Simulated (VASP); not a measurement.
Wanted: the native input for a VASP 6.6.1 run.

- Task: work function
- Functional: PBE
- Potentials or basis: VASP PAW PBE potentials, release 64 (S, Hf_pv)
- Cutoff: 520 eV
- k mesh: 12 × 12 × 1
- Occupations: gaussian, width 0.03 eV
- Spin: no spin polarisation
- Dipole correction: yes
- Further INCAR settings: ALGO = Fast; EDIFF = 1e-07

The structure of HfS2 lies in POSCAR:

```
HfS2                                    
1.0
    3.6101928670      0.0000000000      0.0000000000
   -1.8050964335      3.1265187395      0.0000000000
    0.0000000000      0.0000000000     18.8800000000
  S               Hf            
     2     1
Direct
     0.3333330000000032    0.6666669999999968    0.4230165235899804
     0.6666669999999968    0.3333330000000032    0.5769834764100195
     0.0000000000000000    1.0000000000000000    0.5000000000000000
```

The cell was built by a generator and needn't be a form met in nature.

One way to write it, as run:

INCAR

```
SYSTEM = HfS2
  PREC = Accurate
  ENCUT = 520
  EDIFF = 1E-7
  ISMEAR = 0
  SIGMA = 0.03
  LREAL = .FALSE.
  LASPH = .TRUE.
  NELM = 100
  ALGO = Fast
  ISIF = 2
  LWAVE = .FALSE.
  LCHARG = .TRUE.
  LDIPOL = .TRUE.
  IDIPOL = 3
  DIPOL = 0.5 0.5 0.500
  GGA = PE
  LVHAR = .TRUE.
  LVACPOTAV = .TRUE.
  KPAR = 4
```

KPOINTS

```
regular mesh
0
G
  12 12 1
  0 0 0
```

Potentials or basis: VASP PAW PBE potentials, release 64 (S, Hf_pv).

Run with:

```bash
$ cat potpaw_PBE.64/S/POTCAR potpaw_PBE.64/Hf_pv/POTCAR > POTCAR
$ mpirun -np 4 vasp_std > vasp.out
```

Results of the run:

The largest force is 0.075 eV/Å. The band gap on the k mesh is 1.21 eV, indirect (least direct gap 2.08 eV) and the ionisation potential of the upper face is 6.33 eV.

Caveat: spin-orbit coupling is left out, which moves the levels of the heavy elements.

It took 88 s on 4 MPI ranks on Intel(R) Xeon(R) Platinum 8375C CPU @ 2.90GHz (Ice Lake) (shared host), peak memory 0.35 GiB a rank.
